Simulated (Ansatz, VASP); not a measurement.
Two plane-wave programs on AlN

Contents of POSCAR:

```
AlN
1.0
    0.0000000000      2.0188684521      2.0188684521
    2.0188684521      0.0000000000      2.0188684521
    2.0188684521      2.0188684521      0.0000000000
Al N
1 1
Direct
    0.0000000000      0.0000000000      0.0000000000
    0.5000000000      0.5000000000      0.5000000000
```

Contents of INCAR.step1:

```
SYSTEM = AlN
PREC = Accurate ; ENCUT = 520
ISMEAR = 0 ; SIGMA = 0.01
LREAL = .FALSE. ; LASPH = .TRUE.
NELM = 60 ; NBANDS = 11
GGA = PE ; ALGO = Normal
EDIFF = 1E-4 ; LWAVE = .TRUE.
LCHARG = .FALSE.
```

The input INCAR.step2:

```
SYSTEM = AlN
PREC = Accurate ; ENCUT = 520
EDIFF = 1E-6 ; ISMEAR = 0
SIGMA = 0.01 ; LREAL = .FALSE.
LASPH = .TRUE. ; NELM = 60
ALGO = Normal ; ISIF = 2
LWAVE = .FALSE. ; LCHARG = .FALSE.
METAGGA = R2SCAN ; LMIXTAU = .TRUE.
NBANDS = 11 ; ISTART = 1
```

The input KPOINTS:

```
Automatic mesh
0
G
  10 10 10
  0 0 0
```

Input for Ansatz:

```yaml
crystal:
  lattice:
    - [0.0, 2.0188684521, 2.0188684521]
    - [2.0188684521, 0.0, 2.0188684521]
    - [2.0188684521, 2.0188684521, 0.0]
  atoms:
    - { symbol: Al, position: [0.0, 0.0, 0.0] }
    - { symbol: "N", position: [0.5, 0.5, 0.5] }
kpoints:
  mp_grid: { grid: [10, 10, 10] }
  band_path:
    path:
      - [0.0, 0.0, 0.0]
      - [0.5, 0.0, 0.5]
      - [0.625, 0.25, 0.625]
      - [0.375, 0.375, 0.75]
      - [0.5, 0.5, 0.5]
      - [0.5, 0.25, 0.75]
      - [0.0, 0.5, 0.5]
    npoints: 1
hamiltonian:
  xc: r2scan
scf:
  occupations: { method: fixed }
  n_extra_bands: 4
output:
  forces: true
  stress: true
  eigenvalues: true
```

The cell was built by a generator and needn't be a form met in nature.

Alike in both runs: task single point; functional r2SCAN; k mesh 10 × 10 × 10; no spin polarisation.

```csv
,VASP,Ansatz
version,VASP 6.6.1,Ansatz 0.2.0
potentials or method,"VASP PAW PBE potentials, release 64 (Al, N)","plane waves, PAW"
plane-wave cutoff (eV),520,500
occupations,"gaussian, width 0.01 eV",fixed
valence electrons in the cell,8,8
```

Ansatz gave:

```
gap on the k mesh at the Fermi level (eV) : 5.52
pressure (GPa)                            : 0.0
```

Q: What did VASP give for the same quantities?

A: gap on the k mesh at the Fermi level (eV): 5.53; pressure (GPa): -0.8.

Caveats: the PAW data sets were made with another functional, which shifts forces and pressure a little (VASP). A k mesh can miss the band edges. r2SCAN opens gaps a little over a GGA but as a rule still falls short of measured ones.
